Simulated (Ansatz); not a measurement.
A plane-wave DFT run in Ansatz 0.2.0 (scalar-relativistic PAW potentials unless the input names others): input and command.

```yaml
crystal:
  lattice:
    - [0.0, 2.1591202505, 2.1591202505]
    - [2.1591202505, 0.0, 2.1591202505]
    - [2.1591202505, 2.1591202505, 0.0]
  atoms:
    - { symbol: Nb, position: [0.5, 0.5, 0.5] }
    - { symbol: "N", position: [0.0, 0.0, 0.0] }
basis:
  ecutwfc: 420
kpoints:
  mp_grid: { grid: [16, 16, 16] }
hamiltonian:
  xc: r2scan
scf:
  occupations: { method: tetrahedron_uncorrected }
  mixing: { algorithm: anderson, beta: 0.2, ndim: 16 }
output:
  forces: true
  eigenvalues: true
  stress: true
```

```bash
ansatz run input.yaml --threads 1 --pin off --max-ram 3072MiB --backend cpu --events-out ev --progress --plain --runs-dir out
```

Abridged log:
```
Warning: basis.ecutwfc = 420 eV is below the records' recommended 500 eV, and the density's cutoff is lower with it unless basis.ecutrho_ratio is high enough to keep the records' density cutoff: compare with a run at a higher cutoff
Basis set: ecut = 420 eV, 411 PW (Γ), exchange–correlation on 96×96×96 points (64 copies of the dense FFT grid, shifted against one another)
Bands: 13, of which v1, the nominal top of the filled ones, is band 9 counted from 1 (8 counted from 0)
Symmetry: 48 space group operations
k-points: 145 of 4096
SCF iter   1: F=—  HF=-4950.475867 eV  |F-HF|=—  |Δ(HF+E_count)|=         —  Δρ=1.32e-2  dr2=3.57e-2  dr2_τ=1.65e-1  ethr=1.77e-3  ⟨swp⟩=5.8  Hψ=22997  notcnv=0
automatic band count: the SCF goes on with 17 bands, as 13 were too few: the levels above may hold too much charge
SCF iter   2: F=—  HF=-4950.512885 eV  |F-HF|=—  |Δ(HF+E_count)|=   3.70e-2  Δρ=1.12e-2  dr2=2.39e-2  dr2_τ=3.77e-4  ethr=1.98e-4  ⟨swp⟩=2.0  Hψ=5117  notcnv=0  defer=393  κ⁻¹=1.0e0(r=1)
SCF iter   3: F=—  HF=-4950.509095 eV  |F-HF|=—  |Δ(HF+E_count)|=   3.79e-3  Δρ=5.01e-3  dr2=1.41e-3  dr2_τ=6.48e-4  ethr=1.33e-4  ⟨swp⟩=2.7  Hψ=3428  notcnv=0  defer=393  κ⁻¹=7.6e-2(r=2)
SCF iter   4: F=—  HF=-4950.509368 eV  |F-HF|=—  |Δ(HF+E_count)|=   2.73e-4  Δρ=3.87e-3  dr2=8.49e-4  dr2_τ=9.72e-5  ethr=7.82e-6  ⟨swp⟩=2.0  Hψ=2700  notcnv=0  defer=393  κ⁻¹=1.8e-3(r=3)
SCF iter   5: F=—  HF=-4950.509612 eV  |F-HF|=—  |Δ(HF+E_count)|=   2.44e-4  Δρ=1.45e-3  dr2=1.26e-4  dr2_τ=1.56e-5  ethr=4.72e-6  ⟨swp⟩=2.7  Hψ=3353  notcnv=0  defer=393  κ⁻¹=2.7e-4(r=4)
SCF iter   6: F=—  HF=-4950.509697 eV  |F-HF|=—  |Δ(HF+E_count)|=   8.51e-5  Δρ=3.81e-4  dr2=2.04e-5  dr2_τ=1.00e-6  ethr=6.98e-7  ⟨swp⟩=2.4  Hψ=3533  notcnv=0  defer=393  κ⁻¹=6.7e-6(r=5)
SCF iter   7: F=—  HF=-4950.509706 eV  |F-HF|=—  |Δ(HF+E_count)|=   8.53e-6  Δρ=1.02e-4  dr2=1.02e-6  dr2_τ=1.40e-7  ethr=1.13e-7  ⟨swp⟩=2.8  Hψ=4073  notcnv=0  defer=393  κ⁻¹=1.2e-6(r=6)
SCF iter   8: F=—  HF=-4950.509707 eV  |F-HF|=—  |Δ(HF+E_count)|=   1.41e-6  Δρ=5.82e-5  dr2=1.59e-7  dr2_τ=3.45e-8  ethr=5.65e-9  ⟨swp⟩=2.0  Hψ=3968  notcnv=0  defer=393  κ⁻¹=5.5e-8(r=7)
SCF iter   9: F=-4950.509708 eV  HF=-4950.509708 eV  |F-HF|=5.78e-8  |Δ(HF+E_count)|=   5.81e-7  Δρ=1.77e-5  dr2=1.82e-8  dr2_τ=2.61e-9  ethr=5.56e-10  ⟨swp⟩=6.0  Hψ=9037  notcnv=0
SCF 1 converged in 9 iterations: F = -4950.509708 eV  dr2 = 1.82e-8
SCF converged after 9 iterations
Stability not checked: this state was not tested for a lower state beside it, because the mixer in use, unlike msr1, does not test its closes by its own steps (another_mixer; see scf.mixing.algorithm and scf.lower_state_search)
Free energy (F): -4950.509708 eV
Harris-Foulkes:  -4950.509708 eV  (|F-HF|=5.78e-8)
Internal energy: -4950.509668 eV  (E = F + TS)
E sigma→0 (E₀):  -4950.509708 eV
Entropy (-TS):   -0.000040 eV (-0.020 meV/atom)
Fermi energy:    21.937627 eV
--- Forces (eV/Å), atoms counted from 1 ---
  atom   1  Nb     0.00000000     0.00000000     0.00000000
  atom   2  N      0.00000000     0.00000000     0.00000000
--- Stress (GPa, compression-positive) ---
       24.244770       0.000000       0.000000
        0.000000      24.244770       0.000000
        0.000000       0.000000      24.244770
  P = ⅓ Tr σ = 24.2448 GPa (242.448 kbar)
```

Apart from outputs, empty bands and the relaxation, which only the reference makes, the input differs from a reference run on usual settings in scf.occupations.width: 0.15 → not typed; scf.occupations.method: "fermi_dirac" → "tetrahedron_uncorrected"; hamiltonian.xc: "pbesol" → "r2scan"; scf.mixing.algorithm: not typed → "anderson"; scf.mixing.beta: not typed → 0.2; scf.mixing.ndim: not typed → 16. The reference, at the same geometry, ended its own course with pressure 16.00 GPa, largest force 0.000 eV/Å, no gap on the mesh. This run converged in 9 SCF iterations with a total energy on another zero, pressure 24.24 GPa, largest force 0.000 eV/Å, no gap on the mesh. Its cutoff is looser than usual. The Hamiltonian differs as well, so the change in the result can't be put down to that alone.

The run took 7.3 s on 1 thread of Arm Neoverse V1 (shared host), peak memory 0.38 GiB.